**Neighbour-counting estimate of the valence levels of fcc tungsten**

The table holds Kohn-Sham levels of fcc W relative to the Fermi energy at seven k points, from plane-wave PBE (JDFTx, scalar-relativistic pseudopotential, no spin-orbit coupling, no spin polarisation). The program tests a tight-binding rule $E=E_d+\beta x$ with hopping ratios $-6:4:-1$ over twelve neighbours, anchored on the two d levels at Γ, along with a set without $\delta$ hopping, an added second shell, a three-constant curved form and a free-electron parabola for the lowest band. For 13 d levels off Γ the rule has a median error of 0.25 eV and an rms error of 0.58 eV, with three misses near 1 eV. The curved form lowers the rms error to about 0.3 eV with or without the second shell, so the order of the top levels near X stays undecided. The lower of the parabola and the d level of the same symmetry misses the lowest band by up to 2.28 eV, and a two-level s–d sum check fails.

Calculated values. JDFTx 1.7.0 (patched build), PBE with scalar-relativistic PseudoDojo 0.5 standard potentials, without spin polarisation or spin-orbit coupling, for fcc W at 16.73 Å³/atom; 11×11×11 k mesh, 1006.82 eV wave cutoff, Fermi-Dirac smearing of 0.05 eV. Levels are counted from the Fermi energy; k points are in fractions of the reciprocal cell vectors, with point a = 0.

## Program and output

```python
# Table: Kohn-Sham levels (eV, from the Fermi energy) of fcc W at 7 k points; JDFTx, PBE, no spin-orbit.
# Tested: d levels from neighbour hopping sums (-6:4:-1) anchored at Gamma; s level from a free parabola.
T = {
    'point_b': [0.0, 0.0, 0.1818, 0.2727, 0.2727, 0.3636, 0.4545],  # reciprocal cell vector
    'point_c': [0.0, 0.4545, 0.1818, 0.2727, -0.2727, 0.3636, 0.4545],  # reciprocal cell vector
    'level_point': [1, 2, 3, 4, 5, 6, 7],  # row
    'level_under_4': [-8.9, -37.52, -37.49, -37.6, -37.55, -37.7, -37.76],  # eV
    'level_under_3': [-0.55, -5.52, -37.49, -5.66, -3.61, -37.7, -37.76],  # eV
    'level_under_2': [-0.546, -0.728, -7.165, -3.084, -2.177, -5.117, -5.311],  # eV
    'level_under_1': [-0.546, -0.728, -2.011, -0.218, -1.886, -3.908, -4.347],  # eV
    'level_over_1': [2.496, 0.355, 0.573, 1.92, 0.986, 0.66, 2.553],  # eV
    'level_over_2': [2.496, 4.767, 0.573, 1.92, 2.645, 3.653, 4.813],  # eV
}
import numpy as np, itertools as it
from scipy import constants as sc
from scipy.optimize import curve_fit
d = 2.871; a = d*2**0.5  # neighbour distance in A, geometry of the same run
h2m = sc.hbar**2/sc.m_e/sc.e*1e20; U = h2m/2*(2*np.pi/a)**2
cols = ['level_under_%d' % i for i in (4, 3, 2, 1)] + ['level_over_1', 'level_over_2']
al = np.array([T[c] for c in cols], float).T
V = {r+1: sorted(x for x in al[r] if x > -30) for r in range(7)}; core = al[al < -30]
K = {}
for r in range(7):
    b, c = round(11*T['point_b'][r])/11, round(11*T['point_c'][r])/11
    K[r+1] = np.sort(np.abs([b+c, c-b, b-c]))
K[5] = K[5][::-1]
e = np.eye(3); o = lambda i, j: (np.outer(e[i], e[j])+np.outer(e[j], e[i]))/2**0.5
Q = np.array([o(0, 1), o(1, 2), o(2, 0), np.diag([1, -1, 0])/2**0.5, np.diag([-1, -1, 2])/6**0.5])
def H(r, hop, w2):
    M = np.zeros((5, 5))
    for R in it.product(range(-2, 3), repeat=3):
        R = np.array(R); n2 = R@R
        if n2 not in (2, 4): continue
        u = R/n2**0.5; Qu = Q@u; q = Qu@u; v = 2**0.5*(Qu-np.outer(q, u))
        S = 1.5*np.outer(q, q); P = v@v.T
        M += (1 if n2 == 2 else w2)*np.cos(np.pi*K[r]@R)*(hop[0]*S+hop[1]*P+hop[2]*(np.eye(5)-S-P))
    return M
F = {'t2g': lambda M: M[0, 0], 'eg': lambda M: M[3, 3], 'xy': lambda M: M[0, 0], 'zx,yz': lambda M: M[2, 2],
     'top': lambda M: min(M[2, 2], M[3, 3]), 'pair low': lambda M: np.linalg.eigvalsh(M)[1],
     'pair high': lambda M: np.linalg.eigvalsh(M)[3], 'yz+zx': lambda M: M[1, 1]+M[1, 2],
     'x2-y2': lambda M: M[3, 3], 'yz-zx': lambda M: M[1, 1]-M[1, 2]}
L = [(1, 't2g', 3), (1, 'eg', 4), (3, 'xy', 1), (4, 'xy', 1), (6, 'xy', 1), (7, 'xy', 1), (3, 'zx,yz', 2), (4, 'zx,yz', 3),
     (6, 'top', 3), (7, 'top', 3), (2, 'pair low', 1), (2, 'pair high', 4), (5, 'yz+zx', 2), (5, 'x2-y2', 3), (5, 'yz-zx', 4)]
E = np.array([V[r][i] for r, n, i in L]); sp = E[1]-E[0]; beta = sp/17.5; Ed = E[0]+7*beta
cur = lambda x, C, D, g: C+D*x/(1-g*x); rms = lambda z: np.sqrt(np.mean(z**2))
print('a = %.3f A; parabola unit = %.3f eV; table rounding 0.0005 to 0.005 eV' % (a, U))
print('Gamma eg - t2g = %.3f eV; beta = %.4f eV; Ed = %.3f eV' % (sp, beta, Ed))
print('beta from rough recalled r_d = 1.3 A: %.2f eV' % (7.5/np.pi*h2m*1.3**3/d**5))
print('5p levels shown: %.2f to %.2f eV, span %.2f eV' % (core.min(), core.max(), np.ptp(core)))
nb = [sum(x < 0 for x in V[r]) for r in V]; print('valence levels below zero, rows 1-7:', nb)
print('cos(pi xi), rows 2-7:', ' '.join('%.3f' % np.cos(np.pi*K[r].max()) for r in range(2, 8)))
sets = [('12 neighbours -6:4:-1', (-6, 4, -1), 0), ('no delta, -16:8.8:0 (rough recalled)', (-16, 8.8, 0), 0),
        ('-6:4:-1 plus second shell', (-6, 4, -1), 2**-2.5)]
print('errors (model - table, eV) over the 13 levels off Gamma; curved form fitted to all 15')
for j, (nm, hop, w) in enumerate(sets):
    x = np.array([F[n](H(r, hop, w)) for r, n, i in L]); x *= 17.5/(x[1]-x[0])
    lin = E[0]+beta*(x-x[0]); p = curve_fit(cur, x, E, p0=[Ed, beta, 0.0])[0]; z = (lin-E)[2:]; zc = (cur(x, *p)-E)[2:]
    print('%s: rms %.2f median %.2f worst %.2f | curved rms %.2f worst %.2f' % (nm, rms(z), np.median(abs(z)), abs(z).max(), rms(zc), abs(zc).max()))
    if j == 0: x0, l0, p0 = x, lin, p
print('curved first set: C %.2f eV, D %.3f eV, g %.4f' % tuple(p0))
print('row orbital      x   table   rule  error  curved error (top = lower of zx, x2-y2)')
for (r, n, i), x, y, l in zip(L, x0, E, l0):
    print('%d %-9s %6.2f %6.3f %6.2f %+5.2f %+5.2f' % (r, n, x, y, l, l-y, cur(x, *p0)-y))
z = (l0-E)[2:]; print('rule within 0.3 eV: %d of 13; within 0.5 eV: %d of 13' % (sum(abs(z) < .3), sum(abs(z) < .5)))
print('row 5 yz+zx against the level below it instead: error %+.2f eV' % (l0[12]-V[5][1]))
M7 = H(7, (-6, 4, -1), 0); N7 = H(7, (-6, 4, -1), 2**-2.5)
print('row 7 x of zx, x2-y2: %.1f, %.1f; with second shell %.1f, %.1f' % (M7[2, 2], M7[3, 3], N7[2, 2], N7[3, 3]))
print('lowest level (eV): row, k^2, parabola, d level of s symmetry, table, lower estimate - table, s+d sum - pair sum')
for r, up in ((3, None), (4, 2), (6, 2), (7, 2), (2, 3), (5, None)):
    M = H(r, (-6, 4, -1), 0); k2 = K[r]@K[r]; Es = V[1][0]+U*k2
    xd = np.linalg.eigvalsh(M)[0] if r == 2 else np.linalg.eigvalsh(M[np.ix_([0, 4], [0, 4])])[0]
    if r in (3, 4, 6, 7): xd = M[4, 4]
    D = Ed+beta*xd; t = '%+.2f' % (Es+D-V[r][0]-V[r][up]) if up else 'no pair'
    print('%d %.3f %6.2f %6.2f %6.2f %+5.2f %s' % (r, k2, Es, D, V[r][0], min(Es, D)-V[r][0], t))
ms = U*(K[3]@K[3])/(V[3][0]-V[1][0]); print('mass matching the rise from row 1 to row 3: %.2f m_e' % ms)
assert abs(V[1][1]-V[1][3]) < 0.006 and len(set(nb)) > 1
assert np.all(np.diff(E[[0, 2, 3, 4, 5]]) < 0) and 1.0 < (E[0]-E[5])/sp < 1.7
assert E[9] > l0[9] and E[11] > l0[11] and ms < 1
```

Output:

```
a = 4.060 A; parabola unit = 9.124 eV; table rounding 0.0005 to 0.005 eV
Gamma eg - t2g = 3.042 eV; beta = 0.1738 eV; Ed = 0.671 eV
beta from rough recalled r_d = 1.3 A: 0.20 eV
5p levels shown: -37.76 to -37.49 eV, span 0.27 eV
valence levels below zero, rows 1-7: [np.int64(4), np.int64(3), np.int64(2), np.int64(3), np.int64(3), np.int64(2), np.int64(2)]
cos(pi xi), rows 2-7: 0.142 0.415 -0.142 -0.142 -0.655 -0.959
errors (model - table, eV) over the 13 levels off Gamma; curved form fitted to all 15
12 neighbours -6:4:-1: rms 0.58 median 0.25 worst 1.25 | curved rms 0.31 worst 0.78
no delta, -16:8.8:0 (rough recalled): rms 0.85 median 0.65 worst 1.40 | curved rms 0.48 worst 1.19
-6:4:-1 plus second shell: rms 1.10 median 0.75 worst 2.51 | curved rms 0.30 worst 0.60
curved first set: C 0.34 eV, D 0.200 eV, g 0.0101
row orbital      x   table   rule  error  curved error (top = lower of zx, x2-y2)
1 t2g        -7.00 -0.546  -0.55 +0.00 -0.42
1 eg         10.50  2.496   2.50 -0.00 +0.20
3 xy        -14.02 -2.011  -1.77 +0.25 -0.10
4 xy        -20.71 -3.084  -2.93 +0.16 -0.00
6 xy        -26.86 -3.908  -4.00 -0.09 +0.02
7 xy        -30.51 -4.347  -4.63 -0.29 +0.02
3 zx,yz       0.60  0.573   0.78 +0.20 -0.11
4 zx,yz       7.85  1.920   2.04 +0.12 +0.13
6 top        14.51  3.653   3.19 -0.46 +0.10
7 top        18.47  4.813   3.88 -0.93 +0.08
2 pair low   -6.48 -0.728  -0.46 +0.27 -0.15
2 pair high  16.35  4.767   3.51 -1.25 -0.50
5 yz+zx      -7.83 -1.886  -0.69 +1.20 +0.78
5 x2-y2       1.11  0.986   0.86 -0.12 -0.42
5 yz-zx      11.77  2.645   2.72 +0.07 +0.37
rule within 0.3 eV: 9 of 13; within 0.5 eV: 10 of 13
row 5 yz+zx against the level below it instead: error +1.49 eV
row 7 x of zx, x2-y2: 18.5, 21.3; with second shell 20.7, 17.6
lowest level (eV): row, k^2, parabola, d level of s symmetry, table, lower estimate - table, s+d sum - pair sum
3 0.132  -7.69   0.51  -7.17 -0.53 no pair
4 0.298  -6.19  -1.38  -5.66 -0.53 -1.68
6 0.529  -4.07  -3.11  -5.12 +1.04 -2.73
7 0.826  -1.36  -4.15  -5.31 +1.16 -2.75
2 0.620  -3.24  -2.76  -5.52 +2.28 -0.84
5 0.595  -3.47  -1.24  -3.61 +0.14 no pair
mass matching the rise from row 1 to row 3: 0.70 m_e
```
